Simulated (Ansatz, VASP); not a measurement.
# GaN in two plane-wave programs

Wanted: the spread between two codes on one cell, functional and k mesh. Other levels of theory on this material are compared in a session of their own.

Calculated with Ansatz 0.2.0; plane waves, with VASP 6.6.1 beside it; band structure at PBE, spin-orbit coupling.

The database entry behind the starting cell differs from later determinations by our own check (about 0.3 % short, ideal inner coordinate), so it need not match the best structure at ambient conditions.

## 1. The structure

The structure is hexagonal, space group P6_3mc (No. 186). Conventional cell: a = 3.180 Å, b = 3.180 Å, c = 5.166 Å, α = 90.00°, β = 90.00°, γ = 120.00°. Nearest to Ga lie 4 N at 1.94 to 1.95 Å. N has 4 Ga at 1.94 to 1.95 Å nearest. Farther neighbours and most contacts between anions are not listed.

## 2. Ansatz: band structure, PBE, spin-orbit coupling

Ansatz runs on its fully relativistic PAW (standard-fr) files.

Levels along a path test the potential and the projectors away from the mesh points.

Input file input.yaml:

```yaml
crystal:
  lattice:
    - [3.18, 0.0, 0.0]
    - [-1.59, 2.753960784, 0.0]
    - [0.0, 0.0, 5.166]
  atoms:
    - { symbol: Ga, position: [0.3333333333, 0.6666666667, 0.0] }
    - { symbol: Ga, position: [0.6666666667, 0.3333333333, 0.5] }
    - { symbol: "N", position: [0.3333333333, 0.6666666667, 0.375] }
    - { symbol: "N", position: [0.6666666667, 0.3333333333, 0.875] }
hamiltonian:
  xc: pbe
  pseudopotentials: { kind: paw_fr }
magnetization:
  noncollinear: true
  spin_orbit: true
kpoints:
  mp_grid: { grid: [7, 7, 4] }
  band_path:
    path:
      - [0.0, 0.0, 0.0]
      - [0.13333, 0.0, 0.0]
      - [0.3, 0.0, 0.0]
      - [0.46667, 0.0, 0.0]
      - [0.46667, 0.06667, 0.0]
      - [0.41111, 0.17778, 0.0]
      - [0.35556, 0.28889, 0.0]
      - [0.28889, 0.28889, 0.0]
      - [0.17778, 0.17778, 0.0]
      - [0.06667, 0.06667, 0.0]
      - [0.0, 0.0, 0.03333]
      - [0.0, 0.0, 0.2]
      - [0.0, 0.0, 0.36667]
      - [0.0, 0.0, 0.5]
      - [0.16667, 0.0, 0.5]
      - [0.3, 0.0, 0.5]
      - [0.46667, 0.0, 0.5]
      - [0.46667, 0.06667, 0.5]
      - [0.41111, 0.17778, 0.5]
      - [0.35556, 0.28889, 0.5]
      - [0.28889, 0.28889, 0.5]
      - [0.17778, 0.17778, 0.5]
      - [0.06667, 0.06667, 0.5]
      - [0.5, 0.0, 0.46667]
      - [0.5, 0.0, 0.3]
      - [0.5, 0.0, 0.13333]
      - [0.33333, 0.33333, 0.0]
      - [0.33333, 0.33333, 0.16667]
      - [0.33333, 0.33333, 0.33333]
      - [0.33333, 0.33333, 0.5]
    npoints: 1
scf:
  occupations: { method: gaussian, width: 0.02 }
  n_extra_bands: 16
output:
  forces: true
  stress: true
  eigenvalues: true
  write_density: true
  write_potential: true
  elf: true
  volumetric_format: npy
```

The run is started by

```sh
> ansatz run input.yaml --threads 2 --pin off --max-ram 4608MiB --backend cpu --events-out ev --progress --plain --runs-dir out
```

Numbers of over 12 decimals in the logs are rounded to 6 here.

What it wrote:

```text
scf.n_extra_bands = 16 over 36 filled bands (N_el = 36.0): the run solves 52 bands
Engine: ansatz 0.2.0, aarch64-unknown-linux-gnu
Pseudopotentials: kind: paw_fr
Pseudopotential: Ga, paw_fr, valence charge 13, recommended cutoff 420 eV (normal), Ga.paw.azcp#standard-fr
Pseudopotential: N, paw_fr, valence charge 5, recommended cutoff 420 eV (normal), N.paw.azcp#standard-fr
Functional definition: PBE
  parameter kappa = 0.804
  parameter beta = 0.066725
  exchange = pbe_x(kappa = kappa, mu = beta*pi^2/3)
  correlation = pbe_c(beta = beta)
non-collinear run that drives no moment, with spin-orbit: no starting moment large enough to seed its density (crystal.atoms[].spin), no starting occupations that ask for one, no magnetisation constraint and no magnetic field, so the semilocal B_xc is pinned to zero
Crystal: 4 atoms, lattice volume = 45.242 Å³
Basis set: ecut = 420 eV, 881 PW (Γ), exchange–correlation on 48×48×72 points (8 copies of the dense FFT grid, shifted against one another)
Bands: 52, of which v1, the nominal top of the filled ones, is band 36 counted from 1 (35 counted from 0)
Symmetry: 12 space group operations + 12 with time reversal
Magnetic group: BNS 186.204 (UNI 1434), of the structure as read, at distance tolerance 3.6e-5 Å
k-points: 24 of 196 (time reversal used)
Projection manifold: j_resolved (fully-relativistic pseudo-atomic orbitals)
Non-local potential: Ga, projectors of the file, l = 0: 2, l = 1: 4, l = 2: 6, l = 3: 2
Non-local potential: N, projectors of the file, l = 0: 2, l = 1: 4, l = 2: 2
PAW form: soft (Blöchl's): semilocal exchange-correlation on the pseudo side does not see the compensation charge
PAW one-centre angular grid: Ga, 590 points (default); XC on 64 Gauss nodes
PAW one-centre angular grid: N, 110 points (default); XC on 64 Gauss nodes
Initial density: superposition of atomic densities (chi_scale 0.1, normalization cell, long waves kept (reshape's long-wave potential 0.00 eV rms))
Initial wavefunctions: pseudopotential atomic-orbital guess
Functional: x = pbe(κ = 0.804, μ = 0.219515), c = pbe(β = 0.066725)
SCF iter   1: F=—  HF=-8337.333692 eV  |F-HF|=—  |Δ(HF+E_count)|=         —  Δρ=1.07e-1  dr2=4.98e0  dr2_m=0.00e0 (ungated)  ethr=3.10e-3  |M|=0.00e0 ∫|m|=0.00e0 μB  |m|>n=0.0e0 m-floor=0.0e0 τ_xc=0.0e0  β_m=0.30  ⟨swp⟩=5.2  Hψ=5190  notcnv=0  defer=36
preconditioner: auto → Resta (q_TF=auto, 2.626 Å⁻¹)  ε∞=4.0  [insulator: Δε(μ)=2.776 eV  Ē_g=19.220 eV  σ=0.020 eV  W_gap=1.00  n_scr=22 (ndim 8)  ℏωp=33.1 eV  f_vac=0.000  D(μ)=0.00/eV (n_scr^D=0)  ε∞_Penn≈4.0]
spin=Noncollinear: Resta preconditioning applied to the charge; magnetization (m_x, m_y, m_z) channels mix plain (no charge-response kernel on spin).
SCF iter   2: F=—  HF=-8336.295031 eV  |F-HF|=—  |Δ(HF+E_count)|=    1.04e0  Δρ=5.96e-2  dr2=1.40e0  dr2_m=0.00e0 (ungated)  ethr=3.10e-3  |M|=0.00e0 ∫|m|=0.00e0 μB  |m|>n=0.0e0 m-floor=0.0e0 τ_xc=0.0e0  β_m=0.46  ⟨swp⟩=2.0  Hψ=1803  notcnv=0  defer=244
SCF iter   3: F=—  HF=-8335.964296 eV  |F-HF|=—  |Δ(HF+E_count)|=   3.31e-1  Δρ=2.16e-2  dr2=1.24e-1  dr2_m=0.00e0 (ungated)  ethr=3.10e-3  |M|=0.00e0 ∫|m|=0.00e0 μB  |m|>n=0.0e0 m-floor=0.0e0 τ_xc=0.0e0  β_m=0.70  ⟨swp⟩=2.0  Hψ=1430  notcnv=0  defer=244
SCF iter   4: F=—  HF=-8335.955571 eV  |F-HF|=—  |Δ(HF+E_count)|=   8.73e-3  Δρ=2.99e-3  dr2=4.69e-3  dr2_m=0.00e0 (ungated)  ethr=3.44e-4  |M|=0.00e0 ∫|m|=0.00e0 μB  |m|>n=0.0e0 m-floor=0.0e0 τ_xc=0.0e0  β_m=0.65  ⟨swp⟩=2.9  Hψ=2222  notcnv=0  defer=246
SCF iter   5: F=—  HF=-8335.955173 eV  |F-HF|=—  |Δ(HF+E_count)|=   3.99e-4  Δρ=2.23e-3  dr2=1.41e-3  dr2_m=0.00e0 (ungated)  ethr=1.30e-5  |M|=0.00e0 ∫|m|=0.00e0 μB  |m|>n=0.0e0 m-floor=0.0e0 τ_xc=0.0e0  β_m=0.80  ⟨swp⟩=2.0  Hψ=1996  notcnv=0  defer=246
SCF iter   6: F=—  HF=-8335.956246 eV  |F-HF|=—  |Δ(HF+E_count)|=   1.07e-3  Δρ=4.62e-4  dr2=6.93e-5  dr2_m=0.00e0 (ungated)  ethr=3.93e-6  |M|=0.00e0 ∫|m|=0.00e0 μB  |m|>n=0.0e0 m-floor=0.0e0 τ_xc=0.0e0  β_m=0.90  ⟨swp⟩=2.0  Hψ=1938  notcnv=0  defer=246
SCF iter   7: F=—  HF=-8335.956348 eV  |F-HF|=—  |Δ(HF+E_count)|=   1.02e-4  Δρ=8.31e-5  dr2=2.93e-6  dr2_m=0.00e0 (ungated)  ethr=1.93e-7  |M|=0.00e0 ∫|m|=0.00e0 μB  |m|>n=0.0e0 m-floor=0.0e0 τ_xc=0.0e0  β_m=0.95  ⟨swp⟩=2.5  Hψ=1889  notcnv=0  defer=246
SCF iter   8: F=-8335.956355 eV  HF=-8335.956355 eV  |F-HF|=8.09e-8  |Δ(HF+E_count)|=   6.83e-6  Δρ=1.20e-5  dr2=5.58e-8  dr2_m=0.00e0 (ungated)  ethr=2.78e-10  |M|=0.00e0 ∫|m|=0.00e0 μB  |m|>n=0.0e0 m-floor=0.0e0 τ_xc=0.0e0  ⟨swp⟩=11.2  Hψ=9297  notcnv=0
SCF 1 converged in 8 iterations: F = -8335.956355 eV  dr2 = 5.58e-8
  greatest PAW one-centre occupation: 0.995 electrons in one spin orbital (limit 2), on the Ga atom at site 0 (counted from 0), in its partial waves of l = 2
NSCF: frozen V_eff on 30 k-points
SCF converged after 8 iterations
Magnetization: |M| = 0.0000 μB,  M = (+0.0000, +0.0000, +0.0000) μB
Absolute magnetization: 0.0000 μB (∫|m|)
  site 0: m = (+0.0000, +0.0000, +0.0000) μB, |m| = 0.0000 μB  (R = 0.80 Å)
  site 1: m = (+0.0000, +0.0000, +0.0000) μB, |m| = 0.0000 μB  (R = 0.80 Å)
  site 2: m = (+0.0000, +0.0000, +0.0000) μB, |m| = 0.0000 μB  (R = 0.80 Å)
  site 3: m = (+0.0000, +0.0000, +0.0000) μB, |m| = 0.0000 μB  (R = 0.80 Å)
Free energy (F): -8335.956355 eV
Harris-Foulkes:  -8335.956355 eV  (|F-HF|=8.09e-8)
Internal energy: -8335.956355 eV  (E = F + TS)
E sigma→0 (E₀):  -8335.956355 eV
Fermi energy:    10.836056 eV
--- Per-component energies (eV) ---
  E_band       = -5.311642
  E_kinetic    = 495.440193
  E_local      = -3888.853820  (includes V_loc(G=0)·N_el)
  E_nonlocal   = 949.146176
  E_hartree    = 1791.400807
  E_xc         = -257.990166
  E_vxc        = -268.799451  (∫ρ·V_xc dr)
  E_paw        = -4241.272871  (= ΣΔE_a)
  E_vpaw       = -875.045665  (= ΣTr[D̂ρ^β])
  E_aug_tail   = 0.000054  (compensation charges beyond the density's cutoff)
  E_ewald      = -3183.826728
  E_smearing   = -0.000000  (= −TS)
  E_closure    = 0.000000  (closes the sum)
  Σ components = -8335.956355   (vs F -8335.956355, Δ=0.00e0)
--- Forces (eV/Å), atoms counted from 1 ---
  atom   1  Ga     0.00000000     0.00000000    -0.13678216
  atom   2  Ga     0.00000000    -0.00000000    -0.13678216
  atom   3  N     -0.00000000     0.00000000     0.13677296
  atom   4  N      0.00000000    -0.00000000     0.13677296
  max |Σ_I F_I| component: 1.84e-5 eV/Å
--- Stress (GPa, compression-positive) ---
        6.549370       0.000000      -0.000000
        0.000000       6.549370       0.000000
       -0.000000       0.000000       8.684860
  P = ⅓ Tr σ = 7.2612 GPa (72.612 kbar)
--- Band table (eV; the first three rows and the last of 24) ---
  k-point 0: bands = [... 32 lower, 9.8499, 9.8499, 9.8554, 9.8554, 11.8167, 11.8167, 14.1548, 14.1548, ... 12 higher]
  k-point 1: bands = [... 32 lower, 9.6845, 9.6845, 9.6949, 9.6949, 13.0044, 13.0044, 14.2599, 14.2599, ... 12 higher]
  k-point 2: bands = [... 32 lower, 9.3166, 9.3166, 9.3166, 9.3166, 14.1424, 14.1424, 14.1424, 14.1424, ... 12 higher]
  k-point 23: bands = [... 32 lower, 8.2848, 8.2848, 8.2973, 8.2973, 15.9924, 15.9924, 16.0186, 16.0186, ... 12 higher]
```

It took 11 s on 2 threads of Arm Neoverse V2, shared host; peak memory 0.49 GiB.

In the SCF lines HF is the Harris–Foulkes energy and dr2 the Hartree energy of the density residual, in eV; the loop may stop once dr2 is under the threshold and the program's other checks hold. Hψ counts applications of the Hamiltonian.

(Continued in part 2 of 2.)

[Lines on the potential files, build, host, timing and source positions are cut from VASP's logs without a mark.]

[Logs are printed without paths, hosts, clocks, repeated set-up lines and the standing remarks that a program may print on its own settings, such as how far it seeks lower states.]

[Hosts, paths, dates, database ids (printed as entryN), source tags and the programs' standing remarks are cut or masked in the printed files.]
